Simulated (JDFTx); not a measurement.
**LiF (Griceite) under changes of volume**

One of the cells (8.169 Å³/atom); the others are scaled copies at fixed shape and fractional positions:

```
CELL_PARAMETERS angstrom
0.00000 2.01400 2.01400
2.01400 0.00000 2.01400
2.01400 2.01400 0.00000
ATOMIC_POSITIONS crystal
F 0.50000 0.50000 0.50000
Li 0.00000 0.00000 0.00000
```

* Program: JDFTx 1.7.0 (patched build)
* Functional: PBE
* Potentials or basis: PseudoDojo-SR-PBE-0.5-standard
* Cutoff: 1143 eV
* Density cutoff: 4572 eV
* k mesh: 11 × 11 × 11
* Occupations: fermi-dirac, width 0.05 eV
* Spin: no spin polarisation

| volume (Å³/atom) | energy over the lowest point (meV/atom) | pressure (GPa) | gap on the mesh (eV) |
| --- | --- | --- | --- |
| 7.679 | ? | ? | ? |
| 7.842 | 7.89 | 5.1 | 9.49 |
| 8.006 | 3.63 | 3.3 | 9.30 |
| 8.169 | 1.05 | 1.7 | 9.11 |
| 8.333 | 0.00 | 0.3 | 8.94 |
| 8.496 | 0.32 | -1.0 | 8.77 |
| 8.659 | 1.88 | -2.1 | 8.61 |

Problem. What does the run at 7.679 Å³/atom give?

Solution. Energy over the lowest point 14.03 meV/atom; pressure 7.0 GPa; gap on the mesh 9.69 eV.

Worked out: A Birch-Murnaghan fit of order 3 (a polynomial in V^(-2/3)) to the other rows has its minimum at 8.37 Å³/atom with B0 = V·E''(V) = 67 GPa and B' = 4.0. It gives 13.98 meV/atom at 7.679 Å³/atom, against the run's 14.03, and -dE/dV = 7.0 GPa, against 7.0. A straight line through the other rows of the gap, of slope -8.88 eV per unit of ln V (its deformation potential), extrapolates to 9.67 eV, against the run's 9.69.

Energies are extrapolated to zero smearing.

Caveats: the empty levels aren't tightly converged; an odd mesh through Γ misses points on the zone boundary, where band edges often lie.
